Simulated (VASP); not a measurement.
Crystal: Cu.

```xyz
1
Lattice="-1.4342 1.4342 1.4342 1.4342 -1.4342 1.4342 1.4342 1.4342 -1.4342" Properties=species:S:1:pos:R:3 pbc="T T T"
Cu    0.0000    0.0000    0.0000
```

This isn't the form of Cu at room conditions, which is fcc.

| Property | Result |
| --- | --- |
| Program | VASP 6.6.1 |
| Task | relaxation of cell and atoms |
| Functional | PBE |
| Dispersion | D3(BJ) |
| Potentials or basis | VASP PAW PBE potentials, release 64 (Cu) |
| Cutoff | 600 eV |
| k mesh | 20 × 20 × 20 |
| Occupations | gaussian, width 0.1 eV |
| Spin | no spin polarisation |

At the start: pressure -5.2 GPa; volume 11.80 Å³/atom.

How do energy, volume and symmetry change on relaxing?

Over 3 steps the energy falls by 6.9 meV/atom and the volume is 11.39 Å³/atom (-3.5 %); space group Im-3m (No. 229, to 0.05 Å).

Step by step:
```csv
step,energy change (eV),largest force (eV/Å),pressure (GPa),volume (Å³)
1,0.0000,0.0000,-5.17,11.80
2,-0.0045,0.0000,3.43,11.16
3,-0.0069,0.0000,0.01,11.39
```

Final structure:
```cif
data_structure
_symmetry_space_group_name_H-M 'P 1'
_symmetry_Int_Tables_number 1
_cell_length_a 2.4550
_cell_length_b 2.4550
_cell_length_c 2.4550
_cell_angle_alpha 109.471
_cell_angle_beta 109.471
_cell_angle_gamma 109.471
_cell_volume 11.39
loop_
_atom_site_label
_atom_site_type_symbol
_atom_site_fract_x
_atom_site_fract_y
_atom_site_fract_z
_atom_site_occupancy
Cu1 Cu 0.00000 0.00000 0.00000 1
```

Caveat: pairwise dispersion overbinds metals, which lowers pressure and volume.
